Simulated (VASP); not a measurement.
BaTe:

```
CELL_PARAMETERS angstrom
0.00000 3.41000 3.41000
3.41000 0.00000 3.41000
3.41000 3.41000 0.00000
ATOMIC_POSITIONS crystal
Ba 0.00000 0.00000 0.00000
Te 0.50000 0.50000 0.50000
```

Base run:

| Property | Result |
| --- | --- |
| Program | VASP 6.6.1 |
| Functional | RPBE |
| Potentials or basis | VASP PAW PBE potentials, release 64 (Ba_sv, Te) |
| Cutoff | 520 eV |
| k mesh | 7 × 7 × 7 |
| Occupations | gaussian, width 0.1 eV |
| Spin | no spin polarisation |

Its results: band gap on the k mesh 1.49 eV, indirect (least direct gap 1.87 eV); pressure 5.6 GPa.

**Question.** The run is repeated on the same cell with these changes: functional from RPBE to LAK; occupations from gaussian, width 0.1 eV to tetrahedron. What comes out?

**Answer.** Band gap on the k mesh 1.84 eV, indirect (least direct gap 2.21 eV); pressure 6.4 GPa.

Caveats: the PAW data sets were made with another functional, which shifts forces and pressure a little; spin-orbit coupling is left out, which moves the levels of the heavy elements; an odd mesh through Γ misses points on the zone boundary, where band edges often lie.
